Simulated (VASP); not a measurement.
Set up this calculation in VASP 6.6.1, as the native input.

- Task: single point
- Functional: PBEsol
- Potentials or basis: VASP PAW PBE potentials, release 64 (Hf_pv)
- Cutoff: 520 eV
- k mesh: 9 × 9 × 12
- Occupations: gaussian, width 0.1 eV
- Spin: no spin polarisation
- Dipole correction: no
- Further INCAR settings: ALGO = Fast; EDIFF = 1e-06; NBANDS = 22

The structure of Hf lies in POSCAR:

```
Hf
1.0
    4.8952388486      0.0000000000      0.0000000000
   -2.4476194243      4.2394012004      0.0000000000
    0.0000000000      0.0000000000      2.9982129062
Hf
3
Direct
    0.6666666700      0.3333333300      0.4007896383
    0.3333333300      0.6666666700      0.5992103617
    0.0000000000      0.0000000000      0.0000000000
```

This isn't the form of Hf at room conditions, which is hcp.

The cell isn't the ideal one: strained and moved within a subgroup.

These files were run (other wordings do the same):

INCAR

```
SYSTEM = Hf
  ALGO = Fast
  EDIFF = 1E-6
  ENCUT = 520
  GGA = PS
  ISIF = 2
  ISMEAR = 0
  LASPH = .TRUE.
  LCHARG = .TRUE.
  LELF = .TRUE.
  LREAL = .FALSE.
  LVHAR = .TRUE.
  LWAVE = .FALSE.
  NBANDS = 22
  NELM = 100
  PREC = Accurate
  SIGMA = 0.1
```

KPOINTS

```
k-points
0
G
  9 9 12
  0 0 0
```

Potentials or basis: VASP PAW PBE potentials, release 64 (Hf_pv).

The run is started by

```sh
$ cat potpaw_PBE.64/Hf_pv/POTCAR > POTCAR
$ mpirun -np 1 vasp_std > vasp.out
```

It gave:

| Item | Value |
| --- | --- |
| Pressure | 3.1 GPa |
| Largest force | 0.706 eV/Å |
| Band gap on the k mesh | none (metal or under the smearing width) |

Caveat: the PAW data sets were made with another functional, which shifts forces and pressure a little.

Wall time 2.1 min on 1 thread of Intel(R) Xeon(R) Platinum 8259CL CPU @ 2.50GHz (Skylake/Cascade Lake), with other jobs on the host, peak memory 0.26 GiB.
